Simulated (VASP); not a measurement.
Crystal: In.

```
In
1.0
    -1.62547    1.62547    2.47370
     1.62547   -1.62547    2.47370
     1.62547    1.62547   -2.47370
In
1
Direct
  0.00000 0.00000 0.00000
```

Program: VASP 6.6.1. Alike in all runs: task electric field gradients; potentials or basis VASP PAW PBE potentials, release 64 (In_d); no spin polarisation; cell as given; smearing fermi-dirac 0.05 eV. Hardware: 1 thread of AMD EPYC 9R14 (Zen 4), on a shared host.

Order these runs on this cell by their wall time, lowest first.
A. level PBEsol; k mesh 20 × 20 × 20; cutoff (eV) 520; further INCAR settings ALGO = Fast; EDIFF = 1e-07
B. level PBEsol; k mesh 14 × 14 × 14; cutoff (eV) 600; further INCAR settings ALGO = Fast; EDIFF = 1e-07
C. level r2SCAN; k mesh 14 × 14 × 14; cutoff (eV) 520; further INCAR settings ALGO = Normal; EDIFF = 1e-07

B (62 s), A (150 s), C (320 s).
